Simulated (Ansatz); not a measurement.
Set up this calculation in Ansatz 0.2.0, as the native input.

```yaml
Task: relaxation of cell and atoms
Functional: revPBE
Potentials_or_basis: Ansatz PAW
Cutoff: "420 eV (not typed: the program's choice for these potentials)"
k_mesh: 11 × 11 × 11
Occupations: fermi-dirac, width 0.05 eV
Spin: collinear spin, ferromagnetic start
Starting_moments: "[1.0, 0.0] μB"
```

The system is NiO.

```
Ni O
1.0
     0.00000    2.08590    2.08590
     2.08590    0.00000    2.08590
     2.08590    2.08590    0.00000
Ni O
1 1
Direct
  0.00000 0.00000 0.00000
  0.50000 0.50000 0.50000
```

One way to write it, as run:

input.yaml

```yaml
crystal:
  lattice:
    - [0.0, 2.0859016414, 2.0859016414]
    - [2.0859016414, 0.0, 2.0859016414]
    - [2.0859016414, 2.0859016414, 0.0]
  atoms:
    - { symbol: Ni, position: [0.0, 0.0, 0.0], spin: 1.0 }
    - { symbol: O, position: [0.5, 0.5, 0.5] }
hamiltonian:
  xc: revpbe
  pseudopotentials: { kind: paw }
magnetization:
  spin_polarized: true
kpoints:
  mp_grid: { grid: [11, 11, 11] }
scf:
  occupations: { method: fermi_dirac, width: 0.05 }
output:
  forces: true
  stress: true
  eigenvalues: true
relax:
  f_tol: 0.01
  max_steps: 40
  cell: { stress_tol: 0.05 }
```

Potentials or basis: Ansatz PAW.

Command:

```console
$ ansatz run input.yaml --threads 2 --pin off --max-ram 5632MiB --backend cpu --events-out ev --progress --plain --runs-dir out
```

Results of the run:

```json
{
  "Relaxed volume": "9.66 Å³/atom",
  "Relaxed cell": "a = 3.011 Å, b = 3.011 Å, c = 3.011 Å, α = 60.00°, β = 60.00°, γ = 60.00°",
  "Space group after relaxing (to 0.05 Å)": "Fm-3m (No. 225)",
  "Energy gained by relaxing": "19.3 meV/atom",
  "Ionic steps": "7",
  "Pressure after relaxing": "0.0 GPa",
  "Band gap on the k mesh": "none (metal or under the smearing width)",
  "Net moment": "1.91 μB per cell",
  "Absolute moment": "1.92 μB per cell",
  "Site moments": "Ni +1.54; O +0.32 μB"
}
```

Caveat: the plane-wave basis is chosen anew once the cell has moved, so the energies of steps on either side of that aren't comparable; the pressure holds a Pulay correction of +0.7 GPa for the finite cutoff; a cell with one magnetic atom can't hold antiferromagnetic order, which such compounds often take; semilocal functionals often make such compounds metallic where correlation or magnetic order opens a gap, which also shifts bond lengths; the PAW data sets come from PBE, with cores solved anew for the run's functional, which leaves a small shift of forces and pressure.

Run time: 12 s on 2 threads of Arm Neoverse V2, with other jobs on the host, peak memory 0.32 GiB.
